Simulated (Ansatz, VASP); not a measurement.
## Two plane-wave programs on Au

Contents of INCAR:

```
SYSTEM = Au
ALGO     = Fast           ! electronic algorithm
EDIFF    = 1E-6           ! SCF threshold, eV
EDIFFG   = -0.02          ! ionic threshold
ENCUT    = 600            ! plane-wave cutoff, eV
GGA      = PE             ! functional
IBRION   = 2              ! ionic algorithm
ISIF     = 3              ! what is computed and relaxed
ISMEAR   = -1             ! smearing method
LASPH    = .TRUE.         ! aspherical terms in the spheres
LCHARG   = .FALSE.        ! write CHGCAR
LREAL    = .FALSE.        ! projectors in reciprocal space
LWAVE    = .FALSE.        ! write WAVECAR
NELM     = 60             ! most SCF steps
NSW      = 60             ! ionic steps
PREC     = Accurate       ! precision mode
SIGMA    = 0.05           ! smearing width, eV
```

Contents of KPOINTS:

```
k-points
0
G
  11 11 11
  0 0 0
```

The input POSCAR:

```
Au
1.0
    0.0000000000      2.0350000000      2.0350000000
    2.0350000000      0.0000000000      2.0350000000
    2.0350000000      2.0350000000      0.0000000000
Au
1
Direct
    0.0000000000      0.0000000000      0.0000000000
```

input.yaml

```yaml
crystal:
  lattice:
    - [0.0, 2.035, 2.035]
    - [2.035, 0.0, 2.035]
    - [2.035, 2.035, 0.0]
  atoms:
    - { symbol: Au, position: [0.0, 0.0, 0.0] }
hamiltonian:
  xc: pbe
  pseudopotentials: { kind: paw }
kpoints:
  mp_grid: { grid: [11, 11, 11] }
scf:
  occupations: { method: fermi_dirac, width: 0.05 }
output:
  forces: true
  stress: true
relax:
  f_tol: 0.01
  max_steps: 40
  cell: { stress_tol: 0.05 }
```

Alike in both runs: task relaxation of cell and atoms; functional PBE; k mesh 11 × 11 × 11; occupations fermi-dirac, width 0.05 eV; no spin polarisation.

|  | VASP | Ansatz |
| --- | --- | --- |
| version | VASP 6.6.1 | Ansatz 0.2.0 |
| potentials or method | VASP PAW PBE potentials, release 54 (Au) | Ansatz PAW |
| plane-wave cutoff (eV) | 600 | 420 |
| valence electrons in the cell | 11 | 19 |

VASP gave:

| Item | Value |
| --- | --- |
| relaxed volume (Å³/atom) | 17.95 |
| relaxed cell length with the largest relative difference (Å) | 2.939 |
| energy change over the relaxation (meV/atom) | -33 |

Task: What did Ansatz give for the same quantities?

Result: Relaxed volume (Å³/atom): 17.97; relaxed cell length with the largest relative difference (Å): 2.940; energy change over the relaxation (meV/atom): -35.

The two sets of potentials don't hold the same shells in valence.

Caveats: the plane-wave basis is chosen anew once the cell has moved, so the energies of steps on either side of that aren't comparable (Ansatz). The runs have no spin-orbit coupling, so splittings on Au are missing. PBE usually gives volumes a little too large and moduli too small. Zero-point motion and thermal expansion aren't in these numbers.
